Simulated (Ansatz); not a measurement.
`C[CH2][Zn][NH2]` and `C[CH2][Zn][CH2]C` differ in one atom or group.

Ansatz, PBE0-D4/def2-TZVP geometries, multiplicity 1. Each molecule was computed in one conformer, which needn't be the lowest.

Scalar relativity is left out up to krypton.

```
                               property  `C[CH2][Zn][NH2]`
HOMO–LUMO gap (ωB97M-V/def2-TZVPP) / eV              10.26
      HOMO energy (PBE/def2-TZVPP) / eV              -5.23
    HOMO–LUMO gap (PBE/def2-TZVPP) / eV               4.48
   HOMO–LUMO gap (PBE0/def2-TZVPP) / eV               6.56
    HOMO energy (B3LYP/def2-TZVPP) / eV              -6.33
  HOMO–LUMO gap (B3LYP/def2-TZVPP) / eV               6.03
```

**Question.** What does the change do to each property? (Estimate.)

**Answer.** Computed: 
```tsv
property	`C[CH2][Zn][CH2]C`	shift
HOMO–LUMO gap (ωB97M-V/def2-TZVPP) / eV	9.86	-0.40
HOMO energy (PBE/def2-TZVPP) / eV	-5.40	-0.17
HOMO–LUMO gap (PBE/def2-TZVPP) / eV	4.57	0.09
HOMO–LUMO gap (PBE0/def2-TZVPP) / eV	6.41	-0.15
HOMO energy (B3LYP/def2-TZVPP) / eV	-6.30	0.03
HOMO–LUMO gap (B3LYP/def2-TZVPP) / eV	5.94	-0.09
```

With PBE0 the HOMO rises by 0.07 eV and the LUMO falls by 0.09 eV, so the gap narrows by about 0.16 eV. PBE moves the HOMO by -0.17 eV and ωB97M-V by 0.28 eV.

B3LYP here is the variant with VWN-RPA as its local correlation; programs differ in this.

Positive LUMOs are unbound, so they and the gaps depend on the basis.
